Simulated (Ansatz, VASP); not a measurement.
# KBr in VASP and in Ansatz

POSCAR

```
KBr
1.0
    0.0000000000      3.1608000000      3.1608000000
    3.1608000000      0.0000000000      3.1608000000
    3.1608000000      3.1608000000      0.0000000000
K Br
1 1
Direct
    0.0000000000      0.0000000000      0.0000000000
    0.5000000000      0.5000000000      0.5000000000
```

File INCAR.step1:

```
PREC     = Accurate       # precision mode
ENCUT    = 520            # plane-wave cutoff, eV
ISMEAR   = 0              # smearing method
SIGMA    = 0.05           # smearing width, eV
LREAL    = False          # projectors in reciprocal space
LASPH    = True           # aspherical terms in the spheres
NELM     = 60             # most SCF steps
NBANDS   = 15             # bands
GGA      = PE             # functional
ALGO     = Normal         # electronic algorithm
EDIFF    = 1E-4           # SCF threshold, eV
LWAVE    = True           # write WAVECAR
LCHARG   = False          # write CHGCAR
```

Contents of INCAR.step2:

```
PREC     = Accurate       # precision mode
ENCUT    = 520            # plane-wave cutoff, eV
EDIFF    = 1E-6           # SCF threshold, eV
ISMEAR   = 0              # smearing method
SIGMA    = 0.05           # smearing width, eV
LREAL    = False          # projectors in reciprocal space
LASPH    = True           # aspherical terms in the spheres
NELM     = 60             # most SCF steps
ALGO     = Normal         # electronic algorithm
ISIF     = 2              # what is computed and relaxed
LWAVE    = False          # write WAVECAR
LCHARG   = False          # write CHGCAR
METAGGA  = R2SCAN         # meta-GGA
LMIXTAU  = True         
NBANDS   = 15             # bands
ISTART   = 1
```

Contents of KPOINTS:

```
regular mesh
0
Gamma
  6 6 6
```

Input for Ansatz:

```yaml
crystal:
  lattice:
    - [0.0, 3.1608, 3.1608]
    - [3.1608, 0.0, 3.1608]
    - [3.1608, 3.1608, 0.0]
  atoms:
    - { symbol: K, position: [0.0, 0.0, 0.0] }
    - { symbol: Br, position: [0.5, 0.5, 0.5] }
basis:
  ecutwfc: 500
kpoints:
  mp_grid: { grid: [6, 6, 6] }
hamiltonian:
  xc: r2scan
scf:
  occupations: { method: gaussian, width: 0.05 }
output:
  forces: true
  stress: true
  eigenvalues: true
```

Change from the starting cell: strain -0.040 along x and y, -0.040 along z, atoms carried along.

Alike in both runs: task single point; functional r2SCAN; k mesh 6 × 6 × 6; occupations gaussian, width 0.05 eV; no spin polarisation.

|  | VASP | Ansatz |
| --- | --- | --- |
| version | VASP 6.6.1 | Ansatz 0.2.0 |
| potentials or method | VASP PAW PBE potentials, release 64 (K_sv, Br) | scalar-relativistic, plane waves, PAW |
| plane-wave cutoff (eV) | 520 | 500 |
| valence electrons in the cell | 16 | 16 |

|  | VASP | Ansatz | Ansatz less VASP |
| --- | --- | --- | --- |
| gap on the k mesh at the Fermi level (eV) | 5.48 | 5.48 | -0.003 |
| least direct gap on the mesh (eV) | 5.48 | 5.48 | -0.003 |
| pressure (GPa) | 3.0 | 3.0 | -0.02 |

Caveats: the PAW data sets were made with another functional, which shifts forces and pressure a little (VASP).
